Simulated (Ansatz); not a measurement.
Au under changes of volume

One of the cells (16.855 Å³/atom); the others are scaled copies at fixed shape and fractional positions:

```
Au
1.0
     0.00000    2.03500    2.03500
     2.03500    0.00000    2.03500
     2.03500    2.03500    0.00000
Au
1
Cartesian
  0.0000 0.0000 0.0000
```

| Item | Value |
| --- | --- |
| Program | Ansatz 0.2.0 |
| Functional | rPW86-PBE |
| Potentials or basis | Ansatz PAW |
| Cutoff | 420 eV (not typed: the program's choice for these potentials) |
| k mesh | 11 × 11 × 11 |
| Occupations | fermi-dirac, width 0.05 eV |
| Spin | no spin polarisation |

| volume (Å³/atom) | energy over the lowest point (meV/atom) | pressure (GPa) |
| --- | --- | --- |
| 15.843 | ? | ? |
| 16.181 | 221.13 | 33.1 |
| 16.518 | 157.27 | 27.6 |
| 16.855 | 104.36 | 22.7 |
| 17.192 | 61.23 | 18.3 |
| 17.529 | 26.75 | 14.5 |
| 17.866 | 0.00 | 11.0 |

Task: What does the run at 15.843 Å³/atom give?

Result: Energy over the lowest point 297.34 meV/atom; pressure 39.3 GPa.

Worked out: A Birch-Murnaghan fit of order 3 (a polynomial in V^(-2/3)) to the other rows has no minimum within the range. It gives 297.59 meV/atom at 15.843 Å³/atom, against the run's 297.34, and -dE/dV = 39.4 GPa, against 39.3.

Energies are extrapolated to zero smearing.

Caveats: the PAW data sets come from PBE, with cores solved anew for the run's functional, which leaves a small shift of forces and pressure.
